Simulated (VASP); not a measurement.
Crystal: TiTe.

```
Ti Te
1.0
     0.00000    3.05007    3.05007
     3.05007    0.00000    3.05007
     3.05007    3.05007    0.00000
Ti Te
1 1
Direct
  0.50000 0.50000 0.50000
  0.00000 0.00000 0.00000
```

The cell comes from a database or a generator and needn't be the stable form of this composition.

Base run:

* Program: VASP 6.6.1
* Functional: r2SCAN
* Potentials or basis: VASP PAW PBE potentials, release 64 (Ti_sv, Te)
* Cutoff: 520 eV
* k mesh: 8 × 8 × 8
* Occupations: fermi-dirac, width 0.05 eV
* Spin: no spin polarisation

Its results: pressure -11.3 GPa.

**Question.** The run is repeated on the same cell with these changes: hubbard terms from none to Ti d U = 8 eV. What comes out?

**Answer.** Pressure -8.0 GPa.

Caveats: the PAW data sets were made with another functional, which shifts forces and pressure a little; U without spin polarisation on a metal has little footing (some runs); the U is typed as a test and isn't derived for this compound (some runs).
